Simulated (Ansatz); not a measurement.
# Ag (Im-3m) in Ansatz: a run that goes wrong, beside a sound one

A flawed run on Ag and a sound one for comparison.

All numbers are computed with Ansatz 0.2.0; they aren't measurements. Logs are shortened: lines on timing, memory, paths and dates and some standing lists are left out, and cuts for length are marked.

### Step 1. The crystal as given

It takes space group Im-3m (No. 229, cubic). Conventional cell: a = 3.311 Å, b = 3.311 Å, c = 3.311 Å, α = 90.00°, β = 90.00°, γ = 90.00°. Ag (site symmetry m-3m) is surrounded by 8 Ag at 2.87 Å.

This isn't the form of Ag at room conditions, which is fcc.

### Step 2. A run with an altered input

File input.yaml:

```yaml
crystal:
  lattice:
    - [-1.655654, 1.655654, 1.655654]
    - [1.655654, -1.655654, 1.655654]
    - [1.655654, 1.655654, -1.655654]
  atoms:
    - { symbol: Ag, position: [0.0, 0.0, 0.0] }
hamiltonian:
  xc: pbesol
  pseudopotentials: { kind: paw }
kpoints:
  mp_grid: { grid: [1, 1, 1] }
  band_path:
    path:
      - [[0.0, 0.0, 0.0], [0.5, -0.5, 0.5], [0.0, 0.0, 0.5], [0.0, 0.0, 0.0], [0.25, 0.25, 0.25], [0.5, -0.5, 0.5]]
      - [[0.25, 0.25, 0.25], [0.0, 0.0, 0.5]]
    npoints: 14
scf:
  occupations: { method: fermi_dirac, width: 0.05 }
  n_extra_bands: 6
  max_iter: 60
output:
  forces: true
  stress: true
  eigenvalues: true
  fatbands: false
```

Potentials or basis: Ansatz PAW.

Launch:

```
> ansatz run input.yaml --threads 2 --pin off --max-ram 5632MiB --backend cpu --events-out ev --progress --plain --runs-dir out
```

What it wrote:

```text
Warning: RAYON_NUM_THREADS=2 ignored (pool sized by the plan → 2); use --threads N
scf.n_extra_bands = 6 over 10 filled bands (N_el = 19.0): the run solves 16 bands
Engine: ansatz 0.2.0, aarch64-unknown-linux-gnu
Pseudopotentials: kind: paw
Pseudopotential: Ag, paw, valence charge 19, recommended cutoff 420 eV (normal), Ag.paw.azcp
Functional definition: PBEsol
  exchange = pbesol_x
  correlation = pbesol_c
Crystal: 1 atoms, lattice volume = 18.154 Å³
[... 42 lines left out ...]
  E_core_change = 0.322739  (= ΣΔE_core)
  E_smearing   = -0.112467  (= −TS)
  E_closure    = 0.000000  (closes the sum)
  Σ components = -7529.377159   (vs F -7529.377159, Δ=0.00e0)
--- Forces (eV/Å), atoms counted from 1 ---
  atom   1  Ag     0.00000000     0.00000000     0.00000000
  max |Σ_I F_I| component: 1.14e-26 eV/Å
--- Stress (GPa, compression-positive) ---
      -69.812464       0.000000       0.000000
        0.000000     -69.812464       0.000000
        0.000000       0.000000     -69.812464
  P = ⅓ Tr σ = -69.8125 GPa (-698.125 kbar)
--- Band table (eV) ---
  k-point 0: bands = ["-77.7795", "-41.0870", "-41.0870", "-41.0870", "8.3329", "9.9938", "9.9938", "9.9938", "10.9744", "10.9744", "33.4240", "33.4240", "33.4240", "38.5062", "38.5062", "38.5062"]
```

Run time: 0.46 s. Hardware: 2 threads of Arm Neoverse V2, shared host; peak memory 0.24 GiB.

The run converged. The input was made wrong on purpose: one k-point for a small cell (kpoints.mp_grid.grid = 1 × 1 × 1). The program ran through all the same, so the numbers look like a result but aren't the crystal's properties.

### Step 3. Band structure, PBEsol

input.yaml, as its differences from that of step 2:

```diff
@@ -11,3 +11,3 @@
 kpoints:
-  mp_grid: { grid: [1, 1, 1] }
+  mp_grid: { grid: [11, 11, 11] }
   band_path:
@@ -20,3 +20,2 @@
   n_extra_bands: 6
-  max_iter: 60
 output:
@@ -25,2 +24,2 @@
   eigenvalues: true
-  fatbands: false
+  fatbands: true
```

Potentials or basis: Ansatz PAW.

Launch:

```
> ansatz run input.yaml --threads 2 --pin off --max-ram 5632MiB --backend cpu --events-out ev --progress --plain --runs-dir out
```

It took 0.93 s on 2 threads of Arm Neoverse V2, shared host; peak memory 0.26 GiB.

Results (log left out):

```
Free energy            : -7522.1858 eV
Pressure               : -7.3 GPa
Band gap on the k mesh : none (metal or under the smearing width)
```

Levels at the corners of the path, in eV from the Fermi level:
| point | band 7 | band 8 | band 9 | band 10 | band 11 | band 12 |
| --- | --- | --- | --- | --- | --- | --- |
| Γ | -4.60 | -4.60 | -3.38 | -3.38 | 17.59 | 17.59 |
| H | -2.69 | -2.69 | -2.69 | 6.70 | 6.70 | 6.70 |
| N | -3.44 | -3.27 | -2.47 | 0.05 | 3.83 | 13.06 |
| Γ | -4.60 | -4.60 | -3.38 | -3.38 | 17.59 | 17.59 |
| P | -4.88 | -3.25 | -3.25 | 5.35 | 6.15 | 6.15 |
| H | -2.69 | -2.69 | -2.69 | 6.70 | 6.70 | 6.70 |
| P | -4.88 | -3.25 | -3.25 | 5.35 | 6.15 | 6.15 |
| N | -3.44 | -3.27 | -2.47 | 0.05 | 3.83 | 13.06 |

Caveat: the PAW data sets come from PBE, with cores solved anew for the run's functional, which leaves a small shift of forces and pressure.
